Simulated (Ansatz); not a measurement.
Ansatz run, AlN

The input, for Ansatz 0.2.0 (plane waves, PAW):

```yaml
crystal:
  lattice:
    - [0.0, 1.95474504, 1.95474504]
    - [1.95474504, 0.0, 1.95474504]
    - [1.95474504, 1.95474504, 0.0]
  atoms:
    - { symbol: Al, position: [0.0, 0.0, 0.0] }
    - { symbol: "N", position: [0.5, 0.5, 0.5] }
  symmetry: { tolerance: 0.0003 }
kpoints:
  mp_grid: { grid: [11, 11, 11], shift: [0, 0, 0] }
  band_path:
    path:
      - [0.0, 0.0, 0.0]
      - [0.5, 0.0, 0.5]
      - [0.625, 0.25, 0.625]
      - [0.375, 0.375, 0.75]
      - [0.0, 0.0, 0.0]
      - [0.5, 0.5, 0.5]
      - [0.5, 0.25, 0.75]
      - [0.5, 0.0, 0.5]
    npoints: 8
magnetization:
  spin_polarized: false
scf:
  occupations: { method: fermi_dirac, width: 0.0456 }
  lower_state_search: "off"
  max_iter: 200
hamiltonian:
  pseudopotentials: { kind: paw }
  xc: r2scan
basis:
  ecutwfc: 500
  fft_grid_basis: typed
output:
  forces: true
  stress: true
  eigenvalues: true
  bader: true
  populations: true
  elf: true
  write_potential: true
  volumetric_format: npy
  dos:
    e_range: [-12, 8]
    de: 0.05
    projected: { site_lists: { Al: [Al], "N": ["N"] } }
checkpoint:
  read: saved_state
```

The run starts from an earlier solution of this cell. 

Excerpt of what it printed:

```
Free energy (F): -928.0073 eV
Harris-Foulkes:  -928.0073 eV  (|F-HF|=7.30e-9)
Internal energy: -928.0073 eV  (E = F + TS)
E sigma→0 (E₀):  -928.0073 eV
Fermi energy:    15.4800 eV
--- Stress (GPa, compression-positive) ---
       32.2741       0.0000       0.0000
        0.0000      32.2741       0.0000
        0.0000       0.0000      32.2741
  P = ⅓ Tr σ = 32.2741 GPa (322.741 kbar)
--- Bader charges: 2 sites ---
  site symbol  charge [e]  shift [e]
     0     Al      2.5500     0.0015
     1      N     -2.5500     0.0015
```

Origin: a database entry at a rescaled volume. Caveats: atoms or cell far from equilibrium.
